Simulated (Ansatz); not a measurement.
TiC: distorted cells

Computed with DFT PBEsol, scalar-relativistic, plane waves, PAW in Ansatz.

Settings: cutoff 420 eV, Γ-centred mesh 14×14×14 on the computed 2-atom cell, Gaussian smearing of 0.10 eV; no spin polarisation.

Reference cell:

```
Ti C
1.0
     0.00000    2.16400    2.16400
     2.16400    0.00000    2.16400
     2.16400    2.16400    0.00000
Ti C
1 1
Cartesian
  0.0000 0.0000 0.0000
  2.1640 2.1640 2.1640
```

Each variant moves atoms of this cell by the vectors given, if any (Å), and then applies a symmetric strain (tensor components, Cartesian axes). The reference cell isn't relaxed at this level. Energies are per atom at zero smearing, counted from the lowest variant. Pressure is positive in compression.

1. strain (xx yy zz yz xz xy, %) -1.26 0.24 -1.26 -0.89 -0.68 -0.89; moves: Ti1 (-0.177, 0.000, 0.177); C2 (0.177, 0.000, -0.177)
2. no strain; moves: C2 (-0.113, 0.177, 0.080)
3. strain (xx yy zz yz xz xy, %) 0.08 -3.34 -2.49 -0.50 -0.24 -0.94; moves: Ti1 (-0.081, 0.092, -0.087); C2 (0.081, -0.092, 0.087)

| result | ΔE (meV/atom) | P (GPa) | largest force (eV/Å) | gap on mesh (eV) |
| --- | --- | --- | --- | --- |
| A | 143.0 | 22.34 | 3.12 | 0.30 |
| B | 0.0 | -0.24 | 1.91 | 0 |
| C | 561.4 | 32.25 | 5.88 | 0.46 |

Which variant gave which result?

A is 3, B is 2, C is 1.